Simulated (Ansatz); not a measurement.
input.yaml

```yaml
crystal:
  lattice:
    - [0.0, 1.9848236583, 1.9848236583]
    - [1.9848236583, 0.0, 1.9848236583]
    - [1.9848236583, 1.9848236583, 0.0]
  atoms:
    - { symbol: Pd, position: [0.0, 0.0, 0.0] }
basis:
  ecutwfc: 420
kpoints:
  mp_grid: { grid: [18, 18, 18] }
hamiltonian:
  xc: pbe
scf:
  occupations: { method: gaussian, width: 0.1 }
output:
  forces: true
  stress: true
  eigenvalues: true
  populations: true
```

Launched with
```bash
ansatz run input.yaml --threads 1 --pin off --max-ram 1331MiB --backend cpu --events-out ev --progress --plain --runs-dir out
```

Computed with DFT PBE, scalar-relativistic, plane waves, PAW in Ansatz 0.2.0.

Part of what the program printed, abridged:

```
Pseudopotentials: kind: paw
Pseudopotential: Pd, paw, valence charge 18, recommended cutoff 420 eV (normal)
Functional definition: PBE
Crystal: 1 atom, lattice volume = 15.639 Å³
Basis set: ecut = 420 eV, 331 PW (Γ), exchange–correlation on 40×40×40 points (8 copies of the dense FFT grid, shifted against one another)
Bands: 13, of which v1, the nominal top of the filled ones, is band 9 counted from 1 (8 counted from 0)
Symmetry: 48 space group operations
Space group: Fm-3m (ITA 225), of the structure as read, at distance tolerance 2.5e-5 Å
k-points: 195 of 5832
Initial density: superposition of atomic densities (neutral atoms: chi_scale 0, normalization atom), corrected by the library's trained network
Initial wavefunctions: pseudopotential atomic-orbital guess
Functional: x = pbe(κ = 0.804, μ = 0.21951497), c = pbe(β = 0.06672455)
SCF iter   1: F=—  HF=-6972.854361 eV  |F-HF|=—  |Δ(HF+E_count)|=         —  Δρ=4.79e-3  dr2=1.09e-3  ethr=1.77e-3  ⟨swp⟩=5.0  Hψ=14647  notcnv=0
SCF iter   2: F=—  HF=-6972.854228 eV  |F-HF|=—  |Δ(HF+E_count)|=   1.33e-4  Δρ=2.37e-3  dr2=1.75e-4  ethr=6.05e-6  ⟨swp⟩=1.2  Hψ=4153  notcnv=0
SCF iter   3: F=—  HF=-6972.854336 eV  |F-HF|=—  |Δ(HF+E_count)|=   1.08e-4  Δρ=6.61e-4  dr2=5.54e-5  ethr=9.70e-7  ⟨swp⟩=1.0  Hψ=2583  notcnv=0
SCF iter   4: F=—  HF=-6972.854328 eV  |F-HF|=—  |Δ(HF+E_count)|=   8.55e-6  Δρ=9.87e-5  dr2=5.07e-7  ethr=3.08e-7  ⟨swp⟩=2.0  Hψ=3388  notcnv=0
SCF iter   5: F=-6972.854328 eV  HF=-6972.854328 eV  |F-HF|=4.20e-8  |Δ(HF+E_count)|=   5.89e-7  Δρ=3.41e-5  dr2=9.95e-8  ethr=2.82e-9  ⟨swp⟩=2.5  Hψ=4390  notcnv=0
SCF iter   6: F=-6972.854328 eV  HF=-6972.854328 eV  |F-HF|=4.99e-9  |Δ(HF+E_count)|=   2.04e-8  Δρ=9.98e-6  dr2=9.54e-9  ethr=5.53e-10  ⟨swp⟩=2.0  Hψ=7624  notcnv=0
SCF 1 converged in 6 iterations: F = -6972.854328 eV  dr2 = 9.54e-9
SCF converged after 6 iterations
Free energy (F): -6972.854328 eV
Harris-Foulkes:  -6972.854328 eV  (|F-HF|=4.99e-9)
Internal energy: -6972.841798 eV  (E = F + TS)
E sigma→0 (E₀):  -6972.848063 eV
Entropy (-TS):   -0.012530 eV (-12.530 meV/atom)
Fermi energy:    18.300394 eV
--- Per-component energies (eV) ---
  E_band       = -159.992061
  E_kinetic    = 512.680295
  E_local      = -1830.576457  (includes V_loc(G=0)·N_el)
  E_nonlocal   = 217.255563
  E_hartree    = 740.520027
  E_xc         = -168.258929
  E_vxc        = -211.053823  (∫ρ·V_xc dr)
  E_paw        = -3750.192196  (= ΣΔE_a)
  E_vpaw       = -329.341970  (= ΣTr[D̂ρ^β])
  E_aug_tail   = 0.000215  (compensation charges beyond the density's cutoff)
  E_ewald      = -2694.270315
  E_smearing   = -0.012530  (= −TS)
--- Forces (eV/Å), atoms counted from 1 ---
  atom   1  Pd     0.00000000     0.00000000     0.00000000
--- Stress (GPa, compression-positive) ---
       -3.318262       0.000000       0.000000
        0.000000      -3.318262       0.000000
        0.000000       0.000000      -3.318262
  P = ⅓ Tr σ = -3.3183 GPa (-33.183 kbar)
--- Band table (eV; the first three rows and the last of 195) ---
  k-point 0: bands = ["-65.6479", "-31.1889", "-31.1889", "-31.1889", "11.5911", "15.7159", "15.7159", "15.7159", "17.1812", "17.1812", "35.2872", "39.6830", "39.6830"]
  k-point 1: bands = ["-65.6466", "-31.1991", "-31.1904", "-31.1904", "11.6984", "15.6799", "15.7520", "15.7520", "17.1644", "17.1644", "35.3896", "38.9584", "39.7976"]
  k-point 2: bands = ["-65.6430", "-31.2283", "-31.1946", "-31.1946", "12.0087", "15.5898", "15.8460", "15.8460", "17.1294", "17.1294", "35.5882", "37.4847", "40.1161"]
  k-point 194: bands = ["-65.5926", "-31.4256", "-31.3927", "-31.3162", "14.3265", "14.8979", "15.5807", "17.1532", "18.5629", "26.1601", "27.5964", "28.1811", "29.5013"]
--- Löwdin populations: 1 site ---
  site symbol q [e]
     0     Pd     17.3709
  spilling = 0.034952 (of n_electrons = 18.000000)
```

The calculation finished and met its thresholds.